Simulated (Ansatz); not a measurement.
A plane-wave DFT run in Ansatz 0.2.0 (scalar-relativistic PAW potentials unless the input names others): input and command.

```yaml
crystal:
  lattice:
    - [2.2090652234, 1.2754044014, 10.7524330131]
    - [-2.2090652234, 1.2754044014, 10.7524330131]
    - [0.0, -2.5508088028, 10.7524330131]
  atoms:
    - { symbol: Bi, position: [0.60317023, 0.60317023, 0.60317023] }
    - { symbol: Bi, position: [0.39682977, 0.39682977, 0.39682977] }
    - { symbol: Te, position: [0.78319226, 0.78319226, 0.78319226] }
    - { symbol: Te, position: [0.0, 0.0, 0.0] }
    - { symbol: Te, position: [0.21680774, 0.21680774, 0.21680774] }
basis:
  ecutwfc: 420
kpoints:
  mp_grid: { grid: [6, 6, 6] }
hamiltonian:
  xc: b3-lyp
scf:
  occupations: { method: gaussian, width: 0.02 }
  max_iter: 60
output:
  forces: true
  eigenvalues: true
  stress: true
relax:
  adjacent_minimum: "off"
  f_tol: 0.005
  max_steps: 80
  cell: { stress_tol: 0.05 }
```

```bash
ansatz run input.yaml --threads 4 --pin off --max-ram 10240MiB --backend cpu --events-out ev --progress --plain --runs-dir out
```

Problem. Will this input run?

Solution. The program refuses it, because of an unknown functional (hamiltonian.xc: "pbe" → "b3-lyp"; the functional meant is spelt b3lyp). With the sound run's settings it is accepted.

Abridged log:
```
Error: YAML parse error: error: line 17 column 7: hamiltonian.xc: unknown variant `b3-lyp`, expected one of `lda`, `lda-pw`, `pw92`, `pbe`, `pbesol`, `rpbe`, `revpbe`, `blyp`, `pbe0`, `revpbe0`, `b3lyp`, `b3lyp5`, `hse06`, `wpbeh`, `hiss`, `lc_wpbe`, `cam_b3lyp`, `hf`, `r2scan`, `r2scanh`, `r2scan0`, `r2scan50`, `mr2scan`
  --> <input>:17:7
   |
15 |   mp_grid: { grid: [6, 6, 6] }
16 | hamiltonian:
17 |   xc: b3-lyp
   |       ^ hamiltonian.xc: unknown variant `b3-lyp`, expected one of `lda`, `lda-pw`, `pw92`, `pbe`, `pbesol`, `rpbe`, `revpbe`, `blyp`, `pbe0`, `revpbe0`, `b3lyp`, `b3lyp5`, `hse06`, `wpbeh`, `hiss`, `lc_wpbe`, `cam_b3lyp`, `hf`, `r2scan`, `r2scanh`, `r2scan0`, `r2scan50`, `mr2scan`
18 | scf:
19 |   occupations: { method: gaussian, width: 0.02 }
   |
```